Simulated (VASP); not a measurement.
Write the native input for VASP 6.6.1 that does the following.

```yaml
Task: relaxation of cell and atoms
Functional: LDA
Potentials_or_basis: VASP PAW LDA potentials, release 64 (C)
Cutoff: 600 eV
k_mesh: 14 × 14 × 14
Occupations: gaussian, width 0.03 eV
Spin: no spin polarisation
Further_INCAR_settings: ALGO = Normal; EDIFF = 1e-06; IBRION = 2; EDIFFG = -0.01; NSW = 90; ISIF = 3
```

The structure of C lies in POSCAR:

```
C
1.0
    0.0000000000      1.7833700000      1.7833700000
    1.7833700000      0.0000000000      1.7833700000
    1.7833700000      1.7833700000      0.0000000000
C
2
Direct
    0.0000000000      0.0000000000      0.0000000000
    0.2500000000      0.2500000000      0.2500000000
```

This isn't the form of C at room conditions, which is graphite.

The input as run:

INCAR

```
PREC = Accurate
ENCUT = 600
EDIFF = 1E-6
ISMEAR = 0
SIGMA = 0.03
LREAL = F
LASPH = T
NELM = 80
ALGO = Normal
ISIF = 3
LWAVE = F
LCHARG = F
GGA = CA
IBRION = 2
NSW = 90
EDIFFG = -0.01
```

KPOINTS

```
regular mesh
0
Gamma
  14 14 14
```

Potentials or basis: VASP PAW LDA potentials, release 64 (C).

Launch:

```sh
$ cat potpaw_LDA.64/C/POTCAR > POTCAR
$ mpirun -np 1 vasp_std > vasp.out
```

It gave:

```json
{"Relaxed volume": "5.52 Å³/atom", "Relaxed cell": "a = 2.499 Å, b = 2.499 Å, c = 2.499 Å, α = 60.00°, β = 60.00°, γ = 60.00°", "Space group after relaxing (to 0.05 Å)": "Fd-3m (No. 227)", "Energy gained by relaxing": "6.2 meV/atom", "Ionic steps": "3", "Pressure after relaxing": "-0.1 GPa", "Band gap on the k mesh": "4.17 eV, indirect (least direct gap 5.62 eV)"}
```

Wall time 15 s on 1 thread of Intel(R) Xeon(R) Platinum 8488C (Sapphire Rapids), on a shared host, peak memory 0.12 GiB.
